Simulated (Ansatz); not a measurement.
Na: one input, then a changed one

The cell was built from the hcp type and relaxed in the same program; it needn't be a known or the stable phase. The listed cell was then made from it by scaling, straining or moving an atom.

First run: DFT, PBE, all-electron LAPW, scalar-relativistic (Ansatz 0.2.0).

Command: `ansatz run input.yaml --threads 1 --pin off --max-ram 2048MiB --backend cpu --events-out ev --progress --plain --runs-dir out` The run took 5.1 s on 1 thread of Arm Neoverse V1 (shared host).

```yaml
crystal:
  lattice:
    - [3.6979050863, 0.0, 0.0]
    - [-1.8489525431, 3.2024797456, 0.0]
    - [0.0, 0.0, 6.0092040701]
  atoms:
    - { symbol: Na, position: [0.3333333333, 0.6666666667, 0.25] }
    - { symbol: Na, position: [0.6666666667, 0.3333333333, 0.75] }
kpoints:
  mp_grid: { grid: [12, 12, 7] }
scf:
  occupations: { method: fermi_dirac, width: 0.08 }
hamiltonian:
  xc: pbe
  pseudopotentials: { kind: all_electron, lapw: { basis_error: 0.00025 } }
output:
  forces: true
  stress: true
  eigenvalues: true
```

Result: converged; pressure 0.36 GPa; no gap on the k mesh; 7 SCF iterations.

A second input differs as follows:

```diff
@@ -11,4 +11,6 @@
 scf:
   occupations: { method: fermi_dirac, width: 0.08 }
+  mixing: { algorithm: anderson, beta: 1.0, ndim: 1, preconditioner: none }
+  max_iter: 75
 hamiltonian:
   xc: pbe
```

**Question.** Does the change harm the result?

**Answer.** Not here: the run converged; energy at zero smearing 0.0 meV/atom from the first run; pressure 0.36 GPa; no gap on the k mesh; 36 SCF iterations, so the odd setting did no harm in this case.
